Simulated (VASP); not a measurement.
Here is a VASP 6.6.1 calculation.

File POSCAR:

```
CdTe
1.0
    4.6362097136      0.0000000000      0.0000000000
    2.3181048568      4.0150753892      0.0000000000
    2.3181048568      1.3383584631      3.7854493796
Cd Te
1 1
Direct
    0.0000000000      0.0000000000      0.0000000000
    0.2500000000      0.2500000000      0.2500000000
```

File INCAR.step1:

```
SYSTEM = CdTe
PREC = Accurate
ENCUT = 520
ISMEAR = 0
SIGMA = 0.01
LREAL = .FALSE.
LASPH = .TRUE.
NELM = 80
NBANDS = 16
GGA = PE
ALGO = Normal
EDIFF = 1E-4
LWAVE = .TRUE.
LCHARG = .FALSE.
```

INCAR.step2

```
SYSTEM = CdTe
PREC = Accurate
ENCUT = 520
EDIFF = 1E-6
ISMEAR = 0
SIGMA = 0.01
LREAL = .FALSE.
LASPH = .TRUE.
NELM = 80
ALGO = Normal
ISIF = 2
LWAVE = .FALSE.
LCHARG = .FALSE.
METAGGA = R2SCAN
LMIXTAU = .TRUE.
NBANDS = 16
ISTART = 1
```

Contents of KPOINTS:

```
Automatic mesh
0
G
  6 6 6
  0 0 0
```

Potentials or basis: VASP PAW PBE potentials, release 64 (Cd, Te).

Run with:

```sh
$ cat potpaw_PBE.64/Cd/POTCAR potpaw_PBE.64/Te/POTCAR > POTCAR
$ cp INCAR.step1 INCAR
$ mpirun -np 1 vasp_std > vasp.out
$ cp INCAR.step2 INCAR
$ mpirun -np 1 vasp_std > vasp.out
```

(1) What does it give for the band gap on the k mesh?

(2) What does it give for the pressure?

## Answers

(1) 1.16 eV, direct.

(2) 0.1 GPa.

Caveat: the PAW data sets were made with another functional, which shifts forces and pressure a little; spin-orbit coupling is left out, which moves the levels of the heavy elements.

**What was measured.**

A printed reference work, data compilation reports, for a bulk crystal of CdTe at 0 K: band gap 1.607 eV.

Measured gap of CdTe: 1.607 eV (0 K; a printed reference work, data compilation). This calculation gives 1.16 eV (-0.45 eV). Spin-orbit coupling on Cd, Te is left out. The value is that of r2SCAN, without temperature or zero-point motion.
